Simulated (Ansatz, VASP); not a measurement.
# AgCl in two plane-wave programs, part 2 of 2

One calculation is typed for both programs; each brings its own data sets and cutoff. How far apart do they land? The cell is taken from a series of VASP runs on this material, whose earlier steps may have relaxed, scaled or displaced it; both programs get it as it stands.

VASP 6.6.1 and Ansatz 0.2.0.

So far. Step 2 (Ansatz: single point, r2SCAN with rVV10): The run ends at a pressure of 0.09 GPa. Step 3 (VASP: single point, r2SCAN with rVV10): The run ends at a pressure of -0.08 GPa.

## (5) VASP: band structure, r2SCAN with rVV10

Level of this step: r2SCAN with rVV10; plane waves and PAW (Ag, Cl) (VASP).

The same path points are solved in both programs, so levels can be compared one by one.

INCAR reads:

```
SYSTEM = AgCl
PREC = Accurate
ENCUT = 400
EDIFF = 1E-06
NELM = 100
ISMEAR = 0
SIGMA = 0.05
LREAL = .FALSE.
ALGO = Normal
METAGGA = R2SCAN
LUSE_VDW = .TRUE.
IVDW_NL = 2
BPARAM = 11.95
CPARAM = 0.0093
LASPH = .TRUE.
NBANDS = 21
LORBIT = 11
LWAVE = .FALSE.
LCHARG = .FALSE.
KPAR = 2
```

POSCAR reads:

```
AgCl
1.0
    0.0000000000      2.7481520757      2.7481520757
    2.7481520757      0.0000000000      2.7481520757
    2.7481520757      2.7481520757      0.0000000000
Ag Cl
1 1
Direct
    0.0000000000      0.0000000000      0.0000000000
    0.5000000000      0.5000000000      0.5000000000
```

KPOINTS reads:

```
Automatic mesh
0
Gamma
8 8 8
0 0 0
```

KPOINTS_OPT reads:

```
Line mode
16
Line-mode
Reciprocal
  0.00000000   0.00000000   0.00000000 GAMMA
  0.50000000   0.00000000   0.50000000 X

  0.50000000   0.00000000   0.50000000 X
  0.50000000   0.25000000   0.75000000 W

  0.50000000   0.25000000   0.75000000 W
  0.37500000   0.37500000   0.75000000 K

  0.37500000   0.37500000   0.75000000 K
  0.00000000   0.00000000   0.00000000 GAMMA

  0.00000000   0.00000000   0.00000000 GAMMA
  0.50000000   0.50000000   0.50000000 L

  0.50000000   0.50000000   0.50000000 L
  0.62500000   0.25000000   0.62500000 U

  0.62500000   0.25000000   0.62500000 U
  0.50000000   0.25000000   0.75000000 W

  0.50000000   0.25000000   0.75000000 W
  0.50000000   0.50000000   0.50000000 L

  0.50000000   0.50000000   0.50000000 L
  0.37500000   0.37500000   0.75000000 K

  0.62500000   0.25000000   0.62500000 U
  0.50000000   0.00000000   0.50000000 X
```

The projector-augmented-wave data sets are Ag and Cl (PBE family, release 64).

On the command line:

```bash
$ mpirun -np 2 vasp_std
```

Numbers of over 12 decimals in the logs are rounded to 6 here.

Log:

```text
[banner, memory and clock lines left out]
running    2 mpi-ranks, on    1 nodes
[...]
[... a notice as in an earlier step ...]

 [... a notice as in an earlier step ...]

 LDA part: xc-table for (None), standard interpolation
 POSCAR, INCAR and KPOINTS ok, starting setup
[...]
entering main loop
       N       E                     dE             d eps       ncg     rms          rms(c)
Total rVV10 correction in eV:      0.5284862    21.5737324
Total rVV10 correction in eV:      0.5284862    21.5737324
DAV:   1     0.654644912261E+02    0.65464E+02   -0.71155E+03  1250   0.635E+02
DAV:   2    -0.295952373155E+02   -0.95060E+02   -0.85869E+02  1426   0.176E+02
DAV:   3    -0.331438709913E+02   -0.35486E+01   -0.35262E+01  1466   0.344E+01
DAV:   4    -0.331677256618E+02   -0.23855E-01   -0.23852E-01  1368   0.306E+00
DAV:   5    -0.331680554494E+02   -0.32979E-03   -0.32978E-03  1512   0.354E-01    0.707E+00
Total rVV10 correction in eV:      0.5278083    21.5737320
Total rVV10 correction in eV:      0.5278083    21.5737320
[...]
Total rVV10 correction in eV:      0.5431897    21.5737320
Total rVV10 correction in eV:      0.5431897    21.5737320
   1 F= -.28092014E+02 E0= -.28092014E+02  d E =-.180826E-20
 Start KPOINTS_OPT (optional k-point list driver)
k-point batch [1-29\160]
       N       E                     dE             ncg
DAV:   1     0.271128858451E+04   -0.10072E+05     1242
DAV:   2    -0.569253707995E+02   -0.27682E+04     1416
DAV:   3    -0.153250616418E+03   -0.96325E+02     1450
DAV:   4    -0.153925618887E+03   -0.67500E+00     1456
DAV:   5    -0.153935781300E+03   -0.10162E-01     1504
DAV:   6    -0.153935999175E+03   -0.21788E-03     1535
DAV:   7    -0.153936004624E+03   -0.54488E-05     1460
DAV:   8    -0.153936004768E+03   -0.14405E-06     1068
[...]
k-point batch [146-160\160]
       N       E                     dE             ncg
DAV:   1     0.926034793885E+04   -0.76482E+04      630
DAV:   2     0.781515448044E+04   -0.14452E+04      723
DAV:   3     0.776503140035E+04   -0.50123E+02      794
DAV:   4     0.776469031826E+04   -0.34108E+00      743
DAV:   5     0.776468529767E+04   -0.50206E-02      792
DAV:   6     0.776468519126E+04   -0.10642E-03      778
DAV:   7     0.776468518868E+04   -0.25755E-05      810
DAV:   8     0.776468518862E+04   -0.60261E-07      512
```

Parts of OUTCAR (step 5):

```text
  Total       -0.0307985     -0.0307985     -0.0307985      0.0000000      0.0000000      0.0000000
  in kB       -1.1887439     -1.1887439     -1.1887439      0.0000000      0.0000000      0.0000000
  external PRESSURE =      -1.1887439 kB  Pullay stress =       0.0000000 kB

 POSITION                                       TOTAL-FORCE (eV/Angst)
 -----------------------------------------------------------------------------------
      0.00000      0.00000      0.00000        -0.000000      0.000000      0.000000
      2.74815      2.74815      2.74815         0.000000     -0.000000     -0.000000
 -----------------------------------------------------------------------------------
    total drift:                                0.000000      0.000000      0.000000

  FREE ENERGIE OF THE ION-ELECTRON SYSTEM (eV)
  ---------------------------------------------------
  free  energy   TOTEN  =       -28.0920138926 eV

  energy  without entropy=      -28.0920138926  energy(sigma->0) =      -28.09201389

[... 1 part as in an earlier step ...]

[... 2 further parts left out ...]
[key lines of the parts left out:]
E-fermi :   4.2036
```

Spin-orbit coupling is off here; it would split degenerate levels.

## (6) Ansatz: band structure, r2SCAN with rVV10

The same cell, functional, mesh and smearing now go to Ansatz, which takes its cutoff from its data sets.

The cell is taken from a series of VASP runs on this material, whose earlier steps may have relaxed, scaled or displaced it; both programs get it as it stands.

input.yaml reads:

```yaml
crystal:
  lattice:
    - [0.0, 2.7481520757, 2.7481520757]
    - [2.7481520757, 0.0, 2.7481520757]
    - [2.7481520757, 2.7481520757, 0.0]
  atoms:
    - { symbol: Ag, position: [0.0, 0.0, 0.0] }
    - { symbol: Cl, position: [0.5, 0.5, 0.5] }
hamiltonian:
  xc: r2scan
  pseudopotentials: { kind: paw }
  dispersion: rvv10
kpoints:
  mp_grid: { grid: [8, 8, 8] }
  band_path:
    path:
      - [0.0, 0.0, 0.0]
      - [0.16667, 0.0, 0.16667]
      - [0.33333, 0.0, 0.33333]
      - [0.5, 0.0, 0.5]
      - [0.5, 0.08333, 0.58333]
      - [0.5, 0.18333, 0.68333]
      - [0.5, 0.25, 0.75]
      - [0.45, 0.3, 0.75]
      - [0.40833, 0.34167, 0.75]
      - [0.35, 0.35, 0.7]
      - [0.225, 0.225, 0.45]
      - [0.075, 0.075, 0.15]
      - [0.03333, 0.03333, 0.03333]
      - [0.23333, 0.23333, 0.23333]
      - [0.4, 0.4, 0.4]
      - [0.5, 0.5, 0.5]
      - [0.51667, 0.46667, 0.51667]
      - [0.55833, 0.38333, 0.55833]
      - [0.60833, 0.28333, 0.60833]
      - [0.60833, 0.25, 0.64167]
      - [0.55833, 0.25, 0.69167]
      - [0.51667, 0.25, 0.73333]
      - [0.5, 0.3, 0.7]
      - [0.5, 0.38333, 0.61667]
      - [0.5, 0.48333, 0.51667]
      - [0.475, 0.475, 0.55]
      - [0.425, 0.425, 0.65]
      - [0.38333, 0.38333, 0.73333]
      - [0.59167, 0.18333, 0.59167]
      - [0.55, 0.1, 0.55]
      - [0.5, 0.0, 0.5]
    npoints: 1
scf:
  occupations: { method: gaussian, width: 0.05 }
  n_extra_bands: 7
output:
  forces: true
  stress: true
  eigenvalues: true
```

On the command line:

```bash
$ ansatz run input.yaml --threads 2 --pin off --max-ram 4608MiB --backend cpu --events-out ev --progress --plain --runs-dir out
```

Log:

```text
[...]
Crystal: 2 atoms, lattice volume = 41.510 Å³
Basis set: ecut = 500 eV, 1067 PW (Γ), exchange–correlation on 128×128×128 points (64 copies of the dense FFT grid, shifted against one another)
Bands: 20, of which v1, the nominal top of the filled ones, is band 13 counted from 1 (12 counted from 0)
Symmetry: 48 space group operations
[...]
k-points: 29 of 512
[...]
k-point 0: bands = [... 9 lower, 5.7213, 5.7213, 5.7405, 5.7405, 9.6702, 19.3908, 19.3908, 19.3908, ... 3 higher]
  k-point 1: bands = [... 9 lower, 5.7405, 5.9817, 6.5854, 6.5854, 10.3776, 18.0735, 19.1637, 19.1637, ... 3 higher]
  k-point 2: bands = [... 9 lower, 5.8726, 6.1537, 7.3997, 7.3997, 11.7170, 16.4992, 17.9587, 17.9587, ... 3 higher]
  k-point 28: bands = [... 9 lower, 6.1507, 6.1915, 6.2293, 7.0473, 13.0267, 16.5548, 16.5548, 16.9441, ... 3 higher]
[key lines of the parts left out:]
SCF converged after 6 iterations
Free energy (F): -8686.336209 eV
Fermi energy:    8.963618 eV
P = ⅓ Tr σ = 0.0850 GPa (0.850 kbar)
```

Run time: 5.9 s. Hardware: 2 threads of Arm Neoverse N1, shared host; peak memory 0.45 GiB; 11 s of CPU time.

## (7) Comparison

Compared:

```
                     quantity  Ansatz   VASP  difference
               pressure (GPa)    0.09  -0.12       +0.20
gap over the path points (eV)   1.417  1.364      +0.053
```

Levels at points of the path, from each program's valence-band top (eV; 4 filled, then empty):

```
k (reciprocal lattice)                                    Ansatz                                      VASP
     0.000 0.000 0.000  -2.53 -2.53 -2.51 -2.51 1.42 11.14 11.14  -2.55 -2.55 -2.50 -2.50 1.36 11.28 11.28
     0.167 0.000 0.167    -2.46 -1.98 -1.98 -1.44 3.01 9.48 9.64    -2.45 -1.98 -1.98 -1.44 2.96 9.50 9.70
     0.333 0.000 0.333    -2.37 -1.91 -1.91 -1.44 3.77 8.13 8.54    -2.35 -1.89 -1.89 -1.43 3.73 8.09 8.59
     0.500 0.000 0.500    -2.32 -2.06 -2.06 -1.93 2.89 8.20 9.32    -2.30 -2.04 -2.04 -1.91 2.85 8.24 9.27
     0.500 0.083 0.583    -2.09 -2.06 -2.05 -1.74 3.23 8.14 9.13    -2.07 -2.04 -2.02 -1.73 3.19 8.18 9.09
     0.500 0.183 0.683    -2.06 -2.04 -2.03 -1.30 4.31 8.13 8.61    -2.04 -2.02 -2.01 -1.29 4.28 8.15 8.60
     0.500 0.250 0.750    -2.10 -2.06 -2.02 -1.21 4.77 8.30 8.30    -2.09 -2.04 -2.01 -1.20 4.74 8.30 8.30
     0.450 0.300 0.750    -2.11 -2.00 -1.88 -1.18 4.55 7.88 8.50    -2.08 -1.98 -1.86 -1.17 4.52 7.88 8.49
     0.408 0.342 0.750    -2.12 -1.96 -1.74 -1.13 4.25 7.69 8.62    -2.10 -1.93 -1.73 -1.12 4.22 7.69 8.61
     0.350 0.350 0.700    -2.15 -1.90 -1.68 -0.81 4.58 7.33 8.48    -2.12 -1.88 -1.67 -0.81 4.55 7.32 8.47
```

Among the levels compared at these points, filled levels agree within 27 meV and empty ones within 145 meV. Ansatz's pressure holds a Pulay correction of 0.05 GPa; VASP's holds none.

## (8) What came out

- difference in gap on the k mesh (single point, r2SCAN with rVV10): 0.053 eV
- difference in gap over the path points (band structure, r2SCAN with rVV10): 0.053 eV

The difference in gap on the k mesh is 0.053 eV (single point, r2SCAN with rVV10), within the 0.08 eV picked in this series as the mark of a large difference. 2 further runs of this series are not shown here. How closely two codes agree says nothing of how well the functional describes the real material.

[Lines on the potential files, build, host, timing and source positions are cut from VASP's logs without a mark.]

[Logs are printed without paths, hosts, clocks, repeated set-up lines and the standing remarks that a program may print on its own settings, such as how far it seeks lower states.]

[Hosts, paths, dates, database ids (printed as entryN), source tags and the programs' standing remarks are cut or masked in the printed files.]
